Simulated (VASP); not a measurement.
Here is a VASP 6.6.1 calculation.

INCAR

```
  PREC = Accurate
  ENCUT = 520
  EDIFF = 1E-7
  ISMEAR = 0
  SIGMA = 0.1
  LREAL = False
  LASPH = True
  NELM = 60
  ALGO = Normal
  ISIF = 2
  LWAVE = False
  LCHARG = False
  GGA = CA
  NBANDS = 8
```

KPOINTS

```
regular mesh
0
Gamma
  8 8 8
```

The input POSCAR:

```
Sb
1.0
    3.1600000000      0.0000000000      0.0000000000
    0.0000000000      3.1600000000      0.0000000000
    0.0000000000      0.0000000000      3.1600000000
Sb
1
Direct
    0.0000000000      0.0000000000      0.0000000000
```

Potentials or basis: VASP PAW LDA potentials, release 64 (Sb).

The run is started by

```bash
$ cat potpaw_LDA.64/Sb/POTCAR > POTCAR
$ mpirun -np 1 vasp_std > vasp.out
```

(1) Estimate the pressure.

(2) Predict the band gap on the k mesh.

Answers

(1) -5.6 GPa.

(2) none (metal or under the smearing width).
